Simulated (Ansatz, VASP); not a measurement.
**Ta: VASP beside Ansatz**

```
Ta
1.0
    -1.61203    1.61203    1.61203
     1.61203   -1.61203    1.61203
     1.61203    1.61203   -1.61203
Ta
1
Cartesian
  0.0000 0.0000 0.0000
```

Alike in both runs: task single point; functional PBE; k mesh 8 × 8 × 8; occupations gaussian, width 0.1 eV; no spin polarisation.

|  | VASP | Ansatz |
| --- | --- | --- |
| version | VASP 6.6.1 | Ansatz 0.2.0 |
| potentials or method | VASP PAW PBE potentials, release 64 (Ta_pv) | scalar-relativistic, plane waves, PAW |
| plane-wave cutoff (eV) | 520 | 420 |
| valence electrons in the cell | 11 | 13 |

Ansatz gave:

| Property | Result |
| --- | --- |
| gap on the k mesh at the Fermi level (eV) | none |
| pressure (GPa) | 18.5 |

Question: What did VASP give for the same quantities?

Answer: gap on the k mesh at the Fermi level (eV): none; pressure (GPa): 18.8.

A gap of «none» marks a metal or a gap that the smearing closes. The two sets of potentials don't hold the same shells in valence.

Caveats: so large a pressure means that the cell lies far from this level's equilibrium, or that cutoff or potentials fall short (VASP). Spin-orbit coupling is left out, which matters for the levels of Ta.
